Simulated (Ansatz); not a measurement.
# GaSb: a prediction, then the measurements

All numbers below come from DFT PBEsol, scalar-relativistic, plane waves, PAW in Ansatz 0.2.0.

Plane waves to 420 eV, a k mesh through Γ of 12×12×12 on the computed 2-atom cell and Gaussian smearing (0.10 eV); no spin polarisation.

Relaxed structure, symmetry kept:

```
Ga Sb
1.0
     0.00000    3.05561    3.05561
     3.05561    0.00000    3.05561
     3.05561    3.05561    0.00000
Ga Sb
1 1
Cartesian
  0.0000 0.0000 0.0000
  1.5278 1.5278 1.5278
```

| Property | Result |
| --- | --- |
| Space group | F-43m (No. 216) |
| Volume per atom | 28.53 Å³ |
| Formation energy from the elements' standard states (uncorrected) | -0.124 eV/atom |
| Kohn–Sham band gap | zero, with almost no states at the Fermi level |
| Density of states at the Fermi level | 0.00 states/eV per cell (so small that it hangs on the mesh: a semimetal, or crossings between mesh points) |
| Löwdin character within 0.5 eV of the Fermi level | Sb 5p 64 %, Ga 4p 23 % |
| Bulk modulus | 51 GPa |
| Its pressure derivative | 4.8 |
| Bader charges (e) | Ga (1 in the cell) 0.30, Sb (1 in the cell) -0.30 |

Spin-orbit coupling is left out, which matters for the bands of heavy elements.

**What was measured.**

From a printed reference work, monograph, for a bulk crystal of GaSb at 300 K: lattice constant a 6.09612 Å.

Against the measured lattice constant a of GaSb, 6.09612 Å (300 K; a printed reference work, monograph), the calculated 6.111 Å is off by +0.2 %. The calculation is for 0 K without zero-point motion.